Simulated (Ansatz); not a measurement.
## AlGa$_{3}$N$_{4}$ (P-43m), ideal shear of a crystal plane

Theory: DFT PBEsol, scalar-relativistic, plane waves, PAW in Ansatz 0.2.0. Cutoff 420 eV, Γ-centred 6×6×3 k-points, Gaussian smearing of 0.05 eV. No spin polarisation. Energies are free energies at this smearing, counted from the undisturbed cell; pressure is positive in compression.

The starting cell (relaxed at this level; it needn't be the usual structure):

```
Al Ga N
1.0
     0.00000   -4.46763    0.00000
     0.00000    0.00000   -4.46763
     8.93526    0.00000    0.00000
Al Ga N
2 6 8
Direct
  0.00000 0.00000 0.81375
  0.00000 0.00000 0.31375
  0.50000 0.00000 0.06375
  0.50000 0.00000 0.56375
  0.00000 0.50000 0.06375
  0.00000 0.50000 0.56375
  0.50000 0.50000 0.81375
  0.50000 0.50000 0.31375
  0.24497 0.75503 0.19127
  0.24497 0.75503 0.69127
  0.75503 0.24497 0.19127
  0.75503 0.24497 0.69127
  0.24497 0.24497 0.93623
  0.24497 0.24497 0.43623
  0.75503 0.75503 0.93623
  0.75503 0.75503 0.43623
```

The cut lies on the cell's a–b face, a (1 0 0) plane (indices in the standard cell, whose axes needn't be the Cartesian ones shown) of area 19.96 Å², between layers 1.14 Å apart. Vector c is tilted by f times 1·a − 1·b (length 6.318 Å) with the atoms' Cartesian places fixed: one unrelaxed fault a cell. The traction is dγ/du, the slope of γ against the slip u in Å. Some rows repeat others by symmetry and weren't run.

| f | γ (mJ/m²) | traction (GPa) |
| --- | --- | --- |
| 0.0000 | 0 | 0.0 |
| 0.0833 | 3302 | 146.3 |
| 0.1667 | 17643 | 375.8 |
| 0.2500 | 31032 | 0.0 |
| 0.3333 | 17643 | -375.9 |
| 0.4167 | 3299 | -146.4 |
| 0.5000 | -4 | 0.0 |
| 0.5833 | 3299 | 146.4 |
| 0.6667 | 17643 | 375.9 |
| 0.7500 | 31032 | 0.0 |
| 0.8333 | 17643 | -375.8 |
| 0.9167 | 3302 | -146.3 |

Task: Read off the first barrier and the stress needed to climb it, and compare with Frenkel's sinusoid.

Result: The first sampled maximum lies at f = 0.250, a slip of 1.58 Å, with γ ≈ 31032 mJ/m², which stands in for the unstable fault energy γ_us, and the steepest sampled slope before it is 375.8 GPa. A sinusoid γ = γ_us sin²(πu/λ) with its maximum there has λ = 3.16 Å and a largest slope πγ_us/λ = 308.6 GPa (1 mJ/m² per Å = 0.01 GPa).

Task: Is there a metastable fault on this line?

Result: The samples dip to a local minimum of -4 mJ/m² at f = 0.500. It lies at or under the start, so the start isn't the lowest stacking here: the two are rival polytypes.

The cut is rigid; relaxing the faces lowers these energies and usually the stresses.

Cost: 7 runs of about 6.2 core-minutes in all, on Arm Neoverse V1 (shared hosts).